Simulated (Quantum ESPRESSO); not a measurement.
# Te2Mo (P6_3/mmc) in Quantum ESPRESSO: further runs, part 2 of 2

Quantum ESPRESSO 7.5. The steps go on from the part before.

**3. Band structure, HCTH**

The input, pw.in:

```
&CONTROL
  calculation = 'scf'
  prefix = 'pwscf'
  outdir = './tmp'
  pseudo_dir = './pseudo'
  tprnfor = .true.
  tstress = .true.
  disk_io = 'low'
/
&SYSTEM
  ibrav = 0
  nat = 6
  ntyp = 2
  ecutwfc = 80
  nbnd = 60
  input_dft = 'XC-000I-000I-162L-000I-000I-000I'
  occupations = 'smearing'
  smearing = 'fd'
  degauss = 0.00367493
/
&ELECTRONS
  conv_thr = 1.2d-09
  electron_maxstep = 120
  mixing_beta = 0.5
/
ATOMIC_SPECIES
Te   127.6000 Te.upf
Mo    95.9500 Mo.upf
CELL_PARAMETERS bohr
   6.6484344517    0.0000000000    0.0000000000
  -3.3242172258    5.7577131305    0.0000000000
   0.0000000000    0.0000000000   26.4062769751
ATOMIC_POSITIONS bohr
Te     3.3242172262    1.9192377100   10.0079789736
Te    -0.0000000003    3.8384754206   23.2111174611
Te     3.3242172262    1.9192377100    3.1951595140
Te    -0.0000000003    3.8384754206   16.3982980015
Mo     3.3242172262    1.9192377100   19.8047077313
Mo    -0.0000000003    3.8384754206    6.6015692438
K_POINTS automatic
9 9 2 0 0 0
```

The input, bands.in:

```
&CONTROL
  calculation = 'bands'
  prefix = 'pwscf'
  outdir = './tmp'
  pseudo_dir = './pseudo'
  disk_io = 'low'
  verbosity = 'high'
/
&SYSTEM
  ibrav = 0
  nat = 6
  ntyp = 2
  ecutwfc = 80
  nbnd = 60
  input_dft = 'XC-000I-000I-162L-000I-000I-000I'
  occupations = 'smearing'
  smearing = 'fd'
  degauss = 0.00367493
/
&ELECTRONS
  conv_thr = 1d-08
  electron_maxstep = 120
  mixing_beta = 0.5
  diago_full_acc = .true.
/
ATOMIC_SPECIES
Te   127.6000 Te.upf
Mo    95.9500 Mo.upf
CELL_PARAMETERS bohr
   6.6484344517    0.0000000000    0.0000000000
  -3.3242172258    5.7577131305    0.0000000000
   0.0000000000    0.0000000000   26.4062769751
ATOMIC_POSITIONS bohr
Te     3.3242172262    1.9192377100   10.0079789736
Te    -0.0000000003    3.8384754206   23.2111174611
Te     3.3242172262    1.9192377100    3.1951595140
Te    -0.0000000003    3.8384754206   16.3982980015
Mo     3.3242172262    1.9192377100   19.8047077313
Mo    -0.0000000003    3.8384754206    6.6015692438
K_POINTS crystal
60
 0.0000000000  0.0000000000  0.0000000000 1
 0.0555555556  0.0000000000  0.0000000000 1
 0.1111111111  0.0000000000  0.0000000000 1
 0.1666666667  0.0000000000  0.0000000000 1
 0.2222222222  0.0000000000  0.0000000000 1
 0.2777777778  0.0000000000  0.0000000000 1
 0.3333333333  0.0000000000  0.0000000000 1
 0.3888888889  0.0000000000  0.0000000000 1
 0.4444444444  0.0000000000  0.0000000000 1
 0.5000000000  0.0000000000  0.0000000000 1
 0.4666666667  0.0666666667  0.0000000000 1
 0.4333333333  0.1333333333  0.0000000000 1
 0.4000000000  0.2000000000  0.0000000000 1
 0.3666666667  0.2666666667  0.0000000000 1
 0.3333333333  0.3333333333  0.0000000000 1
 0.3030303030  0.3030303030  0.0000000000 1
 0.2727272727  0.2727272727  0.0000000000 1
 0.2424242424  0.2424242424  0.0000000000 1
 0.2121212121  0.2121212121  0.0000000000 1
 0.1818181818  0.1818181818  0.0000000000 1
 0.1515151515  0.1515151515  0.0000000000 1
 0.1212121212  0.1212121212  0.0000000000 1
 0.0909090909  0.0909090909  0.0000000000 1
 0.0606060606  0.0606060606  0.0000000000 1
 0.0303030303  0.0303030303  0.0000000000 1
 0.0000000000  0.0000000000  0.0000000000 1
 0.0000000000  0.0000000000  0.5000000000 1
 0.0500000000  0.0000000000  0.5000000000 1
 0.1000000000  0.0000000000  0.5000000000 1
 0.1500000000  0.0000000000  0.5000000000 1
 0.2000000000  0.0000000000  0.5000000000 1
 0.2500000000  0.0000000000  0.5000000000 1
 0.3000000000  0.0000000000  0.5000000000 1
 0.3500000000  0.0000000000  0.5000000000 1
 0.4000000000  0.0000000000  0.5000000000 1
 0.4500000000  0.0000000000  0.5000000000 1
 0.5000000000  0.0000000000  0.5000000000 1
 0.4666666667  0.0666666667  0.5000000000 1
 0.4333333333  0.1333333333  0.5000000000 1
 0.4000000000  0.2000000000  0.5000000000 1
 0.3666666667  0.2666666667  0.5000000000 1
 0.3333333333  0.3333333333  0.5000000000 1
 0.3076923077  0.3076923077  0.5000000000 1
 0.2820512821  0.2820512821  0.5000000000 1
 0.2564102564  0.2564102564  0.5000000000 1
 0.2307692308  0.2307692308  0.5000000000 1
 0.2051282051  0.2051282051  0.5000000000 1
 0.1794871795  0.1794871795  0.5000000000 1
 0.1538461538  0.1538461538  0.5000000000 1
 0.1282051282  0.1282051282  0.5000000000 1
 0.1025641026  0.1025641026  0.5000000000 1
 0.0769230769  0.0769230769  0.5000000000 1
 0.0512820513  0.0512820513  0.5000000000 1
 0.0256410256  0.0256410256  0.5000000000 1
 0.0000000000  0.0000000000  0.5000000000 1
 0.5000000000  0.0000000000  0.5000000000 1
 0.5000000000  0.0000000000  0.0000000000 1
 0.3333333333  0.3333333333  0.0000000000 1
 0.3333333333  0.3333333333  0.2500000000 1
 0.3333333333  0.3333333333  0.5000000000 1
```

Potentials or basis: PseudoDojo 0.4.1 SR PBE standard.

Started as:

```sh
$ OMP_NUM_THREADS=1 pw.x -in pw.in > pw.out
$ OMP_NUM_THREADS=1 pw.x -in bands.in > bands.out
```

pw.out:

```text
This program is part of the open-source Quantum ESPRESSO suite
     for quantum simulation of materials; please cite
         "P. Giannozzi et al., J. Phys.:Condens. Matter 21 395502 (2009);
         "P. Giannozzi et al., J. Phys.:Condens. Matter 29 465901 (2017);
         "P. Giannozzi et al., J. Chem. Phys. 152 154105 (2020);
     in publications or presentations arising from this work. More details at

     IMPORTANT: XC functional enforced from input :
     Exchange-correlation= XC-000I-000I-162L-000I-000I-000I
                           (   0   0   0 162   0   0   0)
     Any further DFT definition will be discarded
     Please, verify this is what you really want

     Message from routine setup:
     using ibrav=0 with symmetry is DISCOURAGED, use correct ibrav instead

     G-vector sticks info
     --------------------
     sticks:   dense  smooth     PW     G-vecs:    dense   smooth      PW
     Sum         967     967    283                97585    97585   15063

     Using Slab Decomposition

     bravais-lattice index     =            0
     lattice parameter (alat)  =       6.6484  a.u.
     unit-cell volume          =    1010.8264 (a.u.)^3
     number of atoms/cell      =            6
     number of atomic types    =            2
     number of electrons       =        92.00
     number of Kohn-Sham states=           60
     kinetic-energy cutoff     =      80.0000  Ry
     charge density cutoff     =     320.0000  Ry
     scf convergence threshold =      1.2E-09
     mixing beta               =       0.5000
     number of iterations used =            8  plain     mixing
     Exchange-correlation= XC-000I-000I-162L-000I-000I-000I
                           (   0   0   0 162   0   0   0)

     celldm(1)=   6.648434  celldm(2)=   0.000000  celldm(3)=   0.000000
     celldm(4)=   0.000000  celldm(5)=   0.000000  celldm(6)=   0.000000

     crystal axes: (cart. coord. in units of alat)
               a(1) = (   1.000000   0.000000   0.000000 )
               a(2) = (  -0.500000   0.866025   0.000000 )
               a(3) = (   0.000000   0.000000   3.971804 )

     reciprocal axes: (cart. coord. in units 2 pi/alat)
               b(1) = (  1.000000  0.577350 -0.000000 )
               b(2) = (  0.000000  1.154701  0.000000 )
               b(3) = (  0.000000 -0.000000  0.251775 )

     PseudoPot. # 1 for Te read from file:
     Te.upf
[... 45 lines left out ...]
        k(    6) = (   0.0000000   0.2566001  -0.1258874), wk =   0.0740741
[... 16 lines left out ...]
        k(   23) = (   0.3333333   0.5773503   0.0000000), wk =   0.0246914
        k(   24) = (   0.3333333   0.5773503  -0.1258874), wk =   0.0246914

     Dense  grid:    97585 G-vectors     FFT dimensions: (  40,  40, 160)

     WARNING: libxc functional with ID  162 depends
      on external parameters: check the user_guide of
      QE if you need to modify them or to check their
      default values.

     Initial potential from superposition of free atoms

     starting charge      91.9963, renormalised to      92.0000
     Starting wfcs are   56 randomized atomic wfcs +    4 random wfcs

     Self-consistent Calculation

     iteration #  1     ecut=    80.00 Ry     beta= 0.50
     Davidson diagonalization with overlap
     ethr =  1.00E-02,  avg # of iterations =  6.2

     Threshold (ethr) on eigenvalues was too large:
     Diagonalizing with lowered threshold

     Davidson diagonalization with overlap
     ethr =  1.96E-04,  avg # of iterations =  5.0

     total energy              =   -1127.99434058 Ry
     estimated scf accuracy    <       0.19222945 Ry
[... 57 lines left out ...]
     iteration # 10     ecut=    80.00 Ry     beta= 0.50
     Davidson diagonalization with overlap
     ethr =  9.21E-12,  avg # of iterations =  2.0

     End of self-consistent calculation

          k = 0.0000 0.0000 0.0000 ( 12243 PWs)   bands (ev):

   -48.2912 -48.2912 -24.8309 -24.8309 -24.8306 -24.8306 -24.8239 -24.8239
   -24.8238 -24.8238 -24.7715 -24.7715 -24.7702 -24.7702 -24.7633 -24.7633
   -24.7620 -24.7620 -24.7550 -24.7538 -24.7468 -24.7455 -22.4221 -22.4221
   -22.2835 -22.2835 -22.2835 -22.2835  -0.2876   0.0281   0.5406   1.0256
     6.9952   8.2639   9.7337  10.9308  10.9308  10.9462  10.9462  11.6722
    11.6722  11.7076  11.7076  11.7421  12.4347  12.7371  15.5946  15.5946
    15.7258  15.7258  15.7933  15.7933  16.0419  16.0419  18.6626  19.2005
    20.1873  20.6175  21.2643  21.7755
[... 245 lines left out ...]
   -48.2812 -48.2812 -24.8291 -24.8291 -24.8151 -24.8151 -24.8128 -24.8128
   -24.8123 -24.8123 -24.7855 -24.7855 -24.7780 -24.7780 -24.7679 -24.7679
   -24.7677 -24.7677 -24.7463 -24.7463 -24.7346 -24.7346 -22.3903 -22.3903
   -22.3600 -22.3600 -22.3561 -22.3561   2.1416   2.1416   2.3333   2.3333
     8.0508   8.0508   8.1904   8.1904   8.8639   8.8639   9.1956   9.1956
    10.0501  10.0501  10.7389  10.7389  12.5616  12.5616  13.7174  13.7174
    14.4002  14.4002  15.0799  15.0799  16.3654  16.3654  17.9188  17.9188
    18.6577  18.6577  20.2639  20.2639

     the Fermi energy is    13.1298 ev

!    total energy              =   -1128.03317701 Ry
     estimated scf accuracy    <          1.2E-10 Ry
     smearing contrib. (-TS)   =      -0.00000141 Ry
     internal energy E=F+TS    =   -1128.03317561 Ry

     The total energy is F=E-TS. E is the sum of the following terms:
     one-electron contribution =    -477.38318905 Ry
     hartree contribution      =     281.25197029 Ry
     xc contribution           =    -247.14289817 Ry
     ewald contribution        =    -684.75905868 Ry

     convergence has been achieved in  10 iterations

     Forces acting on atoms (cartesian axes, Ry/au):

     atom    1 type  1   force =     0.00000000    0.00000000   -0.00175325
     atom    2 type  1   force =     0.00000000   -0.00000000   -0.00175325
     atom    3 type  1   force =     0.00000000    0.00000000    0.00175325
     atom    4 type  1   force =    -0.00000000   -0.00000000    0.00175325
     atom    5 type  2   force =     0.00000000   -0.00000000   -0.00000000
     atom    6 type  2   force =    -0.00000000   -0.00000000   -0.00000000

     Total force =     0.003506     Total SCF correction =     0.000029

     Computing stress (Cartesian axis) and pressure

          total   stress  (Ry/bohr**3)                   (kbar)     P=       52.46
   0.00037825  -0.00000000   0.00000000           55.64       -0.00        0.00
  -0.00000000   0.00037825   0.00000000           -0.00       55.64        0.00
   0.00000000   0.00000000   0.00031339            0.00        0.00       46.10

=------------------------------------------------------------------------------=
   JOB DONE.
=------------------------------------------------------------------------------=
```

Run time: 13 min. Hardware: 1 thread of Arm Neoverse V2, shared host; peak memory 0.78 GiB.

What came out:

```yaml
Free_energy: -15347.6732 eV
Pressure: 5.2 GPa
Largest_force: 0.045 eV/Å
Band_gap_on_the_k_mesh: 0.83 eV, indirect (least direct gap 1.03 eV)
Band_gap_along_the_path: 0.78 eV, indirect (least direct gap 1.03 eV)
```

Forces in eV/Å, atoms in the order of the input:
```
Te   0.000  0.000 -0.045
Te   0.000  0.000 -0.045
Te   0.000  0.000  0.045
Te   0.000  0.000  0.045
Mo   0.000  0.000  0.000
Mo   0.000  0.000  0.000
```

Stress tensor (GPa, compression positive):
```
5.56 0.00 0.00
0.00 5.56 0.00
0.00 0.00 4.61
```

Levels at the corners of the path, in eV from the valence-band top:
```tsv
point	band 44	band 45	band 46	band 47	band 48	band 49
Γ	-0.99	-0.30	0.00	2.86	2.86	2.99
M	-0.87	-0.59	-0.31	1.23	1.30	1.45
K	-1.84	-0.26	-0.06	0.97	0.97	1.23
Γ	-0.99	-0.30	0.00	2.86	2.86	2.99
A	-1.05	-0.08	-0.08	2.89	2.89	2.89
L	-0.86	-0.45	-0.45	1.26	1.26	1.62
H	-2.00	-0.18	-0.18	0.98	0.98	1.66
A	-1.05	-0.08	-0.08	2.89	2.89	2.89
L	-0.86	-0.45	-0.45	1.26	1.26	1.62
M	-0.87	-0.59	-0.31	1.23	1.30	1.45
K	-1.84	-0.26	-0.06	0.97	0.97	1.23
H	-2.00	-0.18	-0.18	0.98	0.98	1.66
```

Caveat: the potentials were made for another functional, which shifts forces and pressure; spin-orbit coupling is left out, which moves the levels of the heavy elements.

**4. Against experiment**

Step 2. A measured gap of Te2Mo is 0.88 eV (indirect; 300 K; quoted in “Broadband infrared study of pressure-tunable Fano resonance and metallization transition in 2H-MoTe2”, 2022, pmc:9569381); the calculated 0.73 eV misses it by -0.15 eV. Spin-orbit coupling on Mo, Te is left out. The value is that of BP86, without temperature or zero-point motion.

Step 3. A measured gap of Te2Mo is 0.88 eV (indirect; 300 K; quoted in “Broadband infrared study of pressure-tunable Fano resonance and metallization transition in 2H-MoTe2”, 2022, pmc:9569381); the calculated 0.78 eV misses it by -0.10 eV. Spin-orbit coupling on Mo, Te is left out. The value is that of HCTH, without temperature or zero-point motion.
